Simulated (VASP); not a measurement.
**CaS (Oldhamite): relaxation of cell and atoms with PBE**

CaS (Oldhamite):

```
Ca S
1.0
     0.00000    2.84300    2.84300
     2.84300    0.00000    2.84300
     2.84300    2.84300    0.00000
Ca S
1 1
Direct
  0.00000 0.00000 0.00000
  0.50000 0.50000 0.50000
```

```json
{"Program": "VASP 6.6.1", "Task": "relaxation of cell and atoms", "Functional": "PBE", "Potentials or basis": "VASP PAW PBE potentials, release 64 (Ca_sv, S)", "Cutoff": "600 eV", "k mesh": "8 × 8 × 8", "Occupations": "gaussian, width 0.02 eV", "Spin": "no spin polarisation", "Dipole correction": "no", "Further INCAR settings": "ALGO = Fast; EDIFF = 1e-06; IBRION = 2; EDIFFG = -0.005; NSW = 100; ISIF = 3"}
```

| Property | Result |
| --- | --- |
| Relaxed volume | 23.37 Å³/atom |
| Relaxed cell | a = 4.043 Å, b = 4.043 Å, c = 4.043 Å, α = 60.00°, β = 60.00°, γ = 60.00° |
| Space group after relaxing (to 0.05 Å) | Fm-3m (No. 225) |
| Energy gained by relaxing | 1.2 meV/atom |
| Ionic steps | 3 |
| Pressure after relaxing | 0.0 GPa |
| Band gap on the k mesh | 2.38 eV, indirect (least direct gap 3.18 eV) |

The path:
| step | energy change (eV) | largest force (eV/Å) | pressure (GPa) | volume (Å³) |
| --- | --- | --- | --- | --- |
| 1 | 0.0000 | 0.0000 | 1.00 | 45.96 |
| 2 | -0.0022 | 0.0000 | -0.21 | 46.91 |
| 3 | -0.0024 | 0.0000 | -0.01 | 46.74 |

Final structure:
```
Ca S
1.0
     0.00000    2.85898    2.85898
     2.85898    0.00000    2.85898
     2.85898    2.85898    0.00000
Ca S
1 1
Direct
  0.00000 0.00000 0.00000
  0.50000 0.50000 0.50000
```

Levels at points of the mesh, in eV from the valence-band top:
```tsv
k point	band 6	band 7	band 8	band 9	band 10	band 11
(0.00, 0.00, 0.00)	0.00	0.00	0.00	4.07	4.17	4.17
(0.50, 0.00, 0.00)	-3.05	-1.13	-1.13	5.20	6.02	6.16
(0.50, 0.50, 0.00)	-2.25	-0.80	-0.80	2.38	5.58	5.96
```

Wall time 32 s on 1 thread of AMD EPYC 9R45 96-Core Processor (Zen 5) (shared host), peak memory 0.17 GiB.

A k mesh can miss the band edges. PBE usually gives volumes a little too large and moduli too small.
